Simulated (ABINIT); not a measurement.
Pd:

```
CELL_PARAMETERS angstrom
0.00000 1.94650 1.94650
1.94650 0.00000 1.94650
1.94650 1.94650 0.00000
ATOMIC_POSITIONS crystal
Pd 0.00000 0.00000 0.00000
```

Program: ABINIT 10.8.3 (patched build). Alike in all runs: task single point; no spin polarisation; cell as given; smearing fermi-dirac 0.05 eV. Hardware: 1 thread of Intel(R) Xeon(R) 6975P-C (Granite Rapids) (shared host).

**Question.** Order these runs on this cell by their wall time, lowest first.
A. level r2SCAN; potentials or basis JTH PAW PBE v2.0; k mesh 16 × 16 × 16; cutoff (eV) 762; fine-grid cutoff 1360.57 eV; mesh quality not flagged
B. level PBE; potentials or basis JTH PAW PBE v2.0; k mesh 10 × 10 × 10; cutoff (eV) 626; fine-grid cutoff 1224.51 eV; mesh quality not flagged
C. level LDA; potentials or basis JTH PAW LDA v2.0; k mesh 7 × 7 × 7; cutoff (eV) 626; fine-grid cutoff 1224.51 eV; mesh quality coarse
D. level r2SCAN; potentials or basis JTH PAW PBE v2.0; k mesh 7 × 7 × 7; cutoff (eV) 762; fine-grid cutoff 1360.57 eV; mesh quality coarse

**Answer.** C (6.3 s), B (13 s), D (28 s), A (170 s).

Caveats: some runs use coarse meshes.
